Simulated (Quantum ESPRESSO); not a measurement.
FeNi (Tetrataenite) under changes of volume

One of the cells (11.491 Å³/atom); the others are scaled copies at fixed shape and fractional positions:

```
Ni Fe
1.0
     2.53300    0.00000    0.00000
     0.00000    2.53300    0.00000
     0.00000    0.00000    3.58200
Ni Fe
1 1
Cartesian
  1.2665 1.2665 1.7910
  0.0000 0.0000 0.0000
```

| Quantity | Value |
| --- | --- |
| Program | Quantum ESPRESSO 7.5 |
| Functional | LDA |
| Potentials or basis | GBRV 1.5 LDA |
| Cutoff | 762 eV |
| Density cutoff | 6095 eV |
| k mesh | 10 × 10 × 8 |
| Occupations | fermi-dirac, width 0.05 eV |
| Spin | collinear spin, ferromagnetic start |
| Starting moments | [1.0, 3.0] μB |

| volume (Å³/atom) | energy over the lowest point (meV/atom) | pressure (GPa) | moment (μB per cell) |
| --- | --- | --- | --- |
| 10.802 | 0.00 | -8.0 | 3.23 |
| 11.032 | 14.01 | -12.1 | 3.26 |
| 11.261 | ? | ? | ? |
| 11.491 | 58.43 | -18.9 | 3.30 |
| 11.721 | 87.51 | -21.7 | 3.32 |
| 11.951 | 120.23 | -24.0 | 3.35 |
| 12.181 | 156.08 | -26.1 | 3.38 |

**Question.** What does the run at 11.261 Å³/atom give?

**Answer.** Energy over the lowest point 33.69 meV/atom; pressure -15.7 GPa; moment 3.28 μB per cell.

Worked out: A Birch-Murnaghan fit of order 3 (a polynomial in V^(-2/3)) to the other rows has no minimum within the range. It gives 33.69 meV/atom at 11.261 Å³/atom, against the run's 33.69, and -dE/dV = -15.6 GPa, against -15.7. A straight line through the other rows of the moment, of slope 0.104 μB per Å³/atom, gives 3.28 μB, against the run's 3.28.

Energies are extrapolated to zero smearing.
